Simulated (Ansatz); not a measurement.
AgBr at several levels of theory

One geometry, relaxed with PBE, and single points on it; plane waves with PAW potentials in Ansatz, scalar-relativistic unless the row names spin-orbit coupling. No spin polarisation. Meshes are on the primitive cell of 2 atoms. Gaps are the least over mesh and band path; pressure is positive in compression. Smearing is Gaussian, 0.02 eV.

```
CELL_PARAMETERS angstrom
0.00000 2.92166 2.92166
2.92166 0.00000 2.92166
2.92166 2.92166 0.00000
ATOMIC_POSITIONS crystal
Ag 0.00000 0.00000 0.00000
Br 0.50000 0.50000 0.50000
```

```tsv
level	cutoff (eV)	k mesh	gap (eV)	pressure (GPa)	rough cost with bands (core-min)
PBE	420	8×8×8	0.69	0.0	0.21
```

Task: What do r2SCAN, PBE with spin-orbit coupling, PBEsol give on the same cell?

Result:
| level | cutoff (eV) | k mesh | gap (eV) | pressure (GPa) | rough cost with bands (core-min) |
| --- | --- | --- | --- | --- | --- |
| r2SCAN | 500 | 8×8×8 | 1.29 | -1.3 | 0.4 |
| PBE with spin-orbit coupling | 420 | 8×8×8 | 0.60 | -0.1 | 0.4 |
| PBEsol | 420 | 8×8×8 | 0.52 | -3.6 | 0.21 |